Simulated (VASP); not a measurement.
Ge:

```
CELL_PARAMETERS angstrom
-0.02821 2.10200 2.11346
2.07162 -0.03255 2.11780
2.04296 2.07768 -0.00389
ATOMIC_POSITIONS crystal
Ge 0.00000 0.00000 0.00000
```

This isn't the form of Ge at room conditions, which is diamond.

| Item | Value |
| --- | --- |
| Program | VASP 6.6.1 |
| Task | relaxation of cell and atoms |
| Functional | BLYP |
| Dispersion | D3(BJ) |
| Potentials or basis | VASP PAW PBE potentials, release 64 (Ge_d) |
| Cutoff | 600 eV |
| k mesh | 11 × 11 × 11 |
| Occupations | fermi-dirac, width 0.05 eV |
| Spin | no spin polarisation |

At the start: pressure 4.6 GPa; volume 18.47 Å³/atom.

Problem. Where does the relaxation end?

Solution. Over 41 steps the energy falls by 269.2 meV/atom and the volume is 23.50 Å³/atom (+27.2 %); space group Fm-3m (No. 225, to 0.05 Å).

The path:
```csv
step,energy change (eV),largest force (eV/Å),pressure (GPa),volume (Å³)
1,0.0000,0.0000,4.56,18.47
3,-0.0193,0.0000,2.51,20.11
5,-0.1667,0.0000,8.40,21.34
7,-0.1408,0.0000,-7.13,26.71
9,-0.2463,0.0000,-7.83,24.15
11,-0.2663,0.0000,1.13,23.48
13,-0.2668,0.0000,-0.60,23.56
15,-0.2667,0.0000,-1.28,23.57
17,-0.2687,0.0000,-0.11,23.51
19,-0.2689,0.0000,0.30,23.49
21,-0.2689,0.0000,-0.49,23.51
23,-0.2689,0.0000,-0.24,23.51
25,-0.2691,0.0000,0.17,23.49
27,-0.2691,0.0000,0.42,23.48
29,-0.2690,0.0000,-0.85,23.54
31,-0.2691,0.0000,-0.09,23.50
33,-0.2692,0.0000,0.01,23.50
35,-0.2691,0.0000,-0.51,23.52
37,-0.2692,0.0000,-0.13,23.51
39,-0.2692,0.0000,-0.08,23.50
41,-0.2692,0.0000,-0.02,23.50
```

Final structure:
```
Ge
1.0
    -0.00064    2.26521    2.28133
     2.27391   -0.00113    2.28116
     2.27332    2.26380    0.00008
Ge
1
Direct
  0.00000 0.00000 0.00000
```

Caveat: the volume moved by over 15 % at a fixed basis, so the end points are rough; the PAW data sets were made with another functional, which shifts forces and pressure a little; pairwise dispersion overbinds metals, which lowers pressure and volume.
